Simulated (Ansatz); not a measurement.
# Formation energy of PbSe (rocksalt structure)

Level of theory: DFT, PBE with spin–orbit coupling, two-component spinors; plane waves to 420 eV with PAW datasets (Ansatz 0.2.0), 10×10×10 k-mesh, Gaussian smearing of 0.05 eV; PAW files: Ansatz's generated set soft_2.

The start was a prototype's sites filled with these elements; the Crystallography Open Database holds the compound in this structure.

The structure is cubic, space group Fm-3m (No. 225). Conventional cell: a = 6.208 Å, b = 6.208 Å, c = 6.208 Å, α = 90.00°, β = 90.00°, γ = 90.00°. Around Pb (site symmetry m-3m) lie 6 Se at 3.10 Å. Se (site symmetry m-3m) is surrounded by 6 Pb at 3.10 Å. (Neighbours are counted to 15 % beyond the shortest distance.)

The elements were computed in their standard states with the same datasets, cutoff and functional. Absolute energies hang on the potentials; compare differences alone.

Energy of the relaxed cell (2 atoms, smearing extrapolated to zero): -17415.289 eV. Elements, in eV/atom: Pb -11945.108, Se -5469.247.

**Question.** What is the formation energy?

**Answer.** [-17415.289 − (1 × -11945.108 + 1 × -5469.247)] / 2 = -0.47 eV/atom, or -45 kJ per mole of atoms.

The value is for 0 K, without zero-point energy. Uncorrected semilocal values for oxides, chalcogenides and halides often miss by tenths of an eV an atom. A negative value shows stability against the elements alone, not against other compounds or structures. The relaxed cell is 4 % larger in volume than the cell of this structure in the Crystallography Open Database (28.67 Å³/atom, 1987).
